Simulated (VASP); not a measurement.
# Bi: intraband terms of a metal's spectrum

Bi, I4/mcm (no. 140), 4 atoms in the cell. PBE, independent-particle dielectric function; PAW potentials Bi_d (PBE set).

## Input

INCAR.step1:
```
PREC     = Accurate       # precision mode
ENCUT    = 290            # plane-wave cutoff, eV
ISMEAR   = 1              # smearing method
SIGMA    = 0.1            # smearing width, eV
EDIFF    = 1E-7           # SCF threshold, eV
LASPH    = T              # aspherical terms in the spheres
KPAR     = 4            
LWAVE    = F              # write WAVECAR
LCHARG   = T              # write CHGCAR
LMAXMIX  = 4              # l up to which the mixer works
```

INCAR.step2:
```
PREC     = Accurate       # precision mode
ENCUT    = 290            # plane-wave cutoff, eV
ISMEAR   = 0              # smearing method
SIGMA    = 0.3            # smearing width, eV
EDIFF    = 1E-6           # SCF threshold, eV
LASPH    = T              # aspherical terms in the spheres
KPAR     = 4            
LWAVE    = T              # write WAVECAR
LCHARG   = F              # write CHGCAR
LMAXMIX  = 4              # l up to which the mixer works
ICHARG   = 11             # starting density
NBANDS   = 56             # bands
NEDOS    = 3000           # points of the DOS
OMEGAMAX = 30           
CSHIFT   = 0.1           
```

INCAR.step3, as INCAR.step2 but for:
```
- LWAVE = T
+ LWAVE = F
+ LOPTICS = T
+ ALGO = None
+ NELM = 1
+ ISTART = 1
```

INCAR.step4, as INCAR.step3 but for:
```
+ WPLASMAI = 0.03
```

INCAR.step5 to INCAR.step6 change the same tag again: WPLASMAI = 0.1, 0.3.

INCAR.step7, as INCAR.step6 but for:
```
- WPLASMAI = 0.3
+ RTIME = 20
```

INCAR.step8, as INCAR.step7 but for:
```
- RTIME = 20
+ RTIME = 1
```

INCAR.step9, as INCAR.step8 but for:
```
- RTIME = 1
+ LNABLA = T
```

INCAR.step10, as INCAR.step9 but for:
```
- ISMEAR = 0
- LNABLA = T
+ ISMEAR = -5
```

KPOINTS.step1:
```
k-points
0
Gamma
  7 7 7
```

KPOINTS.step2:
```
k-points
0
Gamma
  8 8 8
```

POSCAR:
```
Bi
1.0
   -4.4497480000      4.4497480000      2.0656320000
    4.4497480000     -4.4497480000      2.0656320000
    4.4497480000      4.4497480000     -2.0656320000
Bi
4
Direct
    0.1456555000      0.3543445000      0.5000000000
    0.8543445000      0.6456555000      0.5000000000
    0.6456555000      0.1456555000      0.7913110000
    0.3543445000      0.8543445000      0.2086890000
```

Commands (each step's output is kept before the next begins):
```
cat potpaw_PBE.64/Bi_d/POTCAR > POTCAR
cp INCAR.step1 INCAR
cp KPOINTS.step1 KPOINTS
mpirun -np 4 vasp_std > vasp.out
cp INCAR.step2 INCAR
cp KPOINTS.step2 KPOINTS
mpirun -np 4 vasp_std > vasp.out
cp INCAR.step3 INCAR
mpirun -np 4 vasp_std > vasp.out
cp INCAR.step4 INCAR
mpirun -np 4 vasp_std > vasp.out
cp INCAR.step5 INCAR
mpirun -np 4 vasp_std > vasp.out
cp INCAR.step6 INCAR
mpirun -np 4 vasp_std > vasp.out
cp INCAR.step7 INCAR
mpirun -np 4 vasp_std > vasp.out
cp INCAR.step8 INCAR
mpirun -np 4 vasp_std > vasp.out
cp INCAR.step9 INCAR
mpirun -np 4 vasp_std > vasp.out
cp INCAR.step10 INCAR
mpirun -np 4 vasp_std > vasp.out
```

## Result

- Bands: 56

One ground state, settings moved in the last step alone:

| Settings | Plasma frequency (eV) | Im ε at 0.5 eV | Im ε at 1 eV | Im ε at 2 eV | Im ε at 4 eV | Time (s) |
|---|---|---|---|---|---|---|
| interband part alone | 5.44 | 58.8 | 34.3 | 19.3 | 6.1 | 27 |
| Drude term, WPLASMAI 0.03 | 5.44 | 65.8 | 35.2 | 19.5 | 6.1 | 26 |
| Drude term, WPLASMAI 0.1 | 5.44 | 81.5 | 37.3 | 19.7 | 6.1 | 22 |
| Drude term, WPLASMAI 0.3 | 5.44 | 110.9 | 42.5 | 20.4 | 6.2 | 26 |
| relaxation time RTIME 20 fs | 5.44 | 66.5 | 35.3 | 19.5 | 6.1 | 22 |
| relaxation time RTIME 1 fs | 5.44 | 115.7 | 47.9 | 21.5 | 6.4 | 22 |
| transversal form (LNABLA) | 5.46 | 59.2 | 34.6 | 19.5 | 6.2 | 20 |
| tetrahedron method | – | – | – | – | – | no result |

Limits: Spin-orbit coupling is left out, which can matter with atoms this heavy.

VASP 6.6.1 took 330 s on 4 cores (Intel Xeon Platinum 8259CL @ 2.50GHz (Skylake/Cascade Lake)), a shared host.
